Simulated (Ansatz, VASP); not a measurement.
**ZrC: VASP beside Ansatz**

```xyz
2
Lattice="0.0000 2.3502 2.3502 2.3502 0.0000 2.3502 2.3502 2.3502 0.0000" Properties=species:S:1:pos:R:3 pbc="T T T"
Zr    2.3502    2.3502    2.3502
C     0.0000    0.0000    0.0750
```

Change from the starting cell: all C atoms moved +0.075 Å, as atom 2 along Cartesian [0 0 1].

Alike in both runs: task single point; functional PBEsol; k mesh 18 × 18 × 18; occupations gaussian, width 0.15 eV; no spin polarisation.

```csv
,VASP,Ansatz
version,VASP 6.6.1,Ansatz 0.2.0
potentials or method,"VASP PAW PBE potentials, release 64 (Zr_sv, C)","scalar-relativistic, plane waves, PAW"
plane-wave cutoff (eV),520,420
valence electrons in the cell,16,16
```

VASP gave:

- gap on the k mesh at the Fermi level (eV): none
- pressure (GPa): -3.8
- largest component of the traceless stress (GPa): 0.97
- rms of the force components (eV/Å): 0.300

Task: Estimate Ansatz's values.

Result: gap on the k mesh at the Fermi level (eV): none; pressure (GPa): -4.1; largest component of the traceless stress (GPa): 0.97; rms of the force components (eV/Å): 0.298.

Atom by atom the forces differ by 0.002 eV/Å (rms over components). A gap of «none» marks a metal or a gap that the smearing closes.

Caveats: the PAW data sets were made with another functional, which shifts forces and pressure a little (VASP).
